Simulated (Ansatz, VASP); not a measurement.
GaSb in VASP and in Ansatz

```
CELL_PARAMETERS angstrom
-1.52414 2.62040 2.83425
1.52414 -2.62040 2.83425
1.52414 2.62040 -2.83425
ATOMIC_POSITIONS crystal
Sb 0.50000 0.50000 0.00000
Ga 0.00000 0.00000 0.00000
```

Change from the starting cell: volume scaled by 0.94.

Alike in both runs: task single point; functional LDA; k mesh 10 × 10 × 10; occupations fermi-dirac, width 0.05 eV; no spin polarisation.

|  | VASP | Ansatz |
| --- | --- | --- |
| version | VASP 6.6.1 | Ansatz 0.2.0 |
| potentials or method | VASP PAW LDA potentials, release 64 (Sb, Ga_d), cutoff 520 eV | all-electron LAPW, scalar-relativistic |

Ansatz gave:

| Item | Value |
| --- | --- |
| gap on the k mesh at the Fermi level (eV) | none |
| pressure (GPa) | -1.3 |
| largest component of the traceless stress (GPa) | 1.32 |

Problem. What did VASP give for the same quantities?

Solution. gap on the k mesh at the Fermi level (eV): none; pressure (GPa): -1.1; largest component of the traceless stress (GPa): 1.35.

A gap of «none» marks a metal or a gap that the smearing closes. Ansatz ran all-electron here, so the differences hold the error of VASP's frozen core and of both bases.

The runs have no spin-orbit coupling, so splittings on Sb are missing.
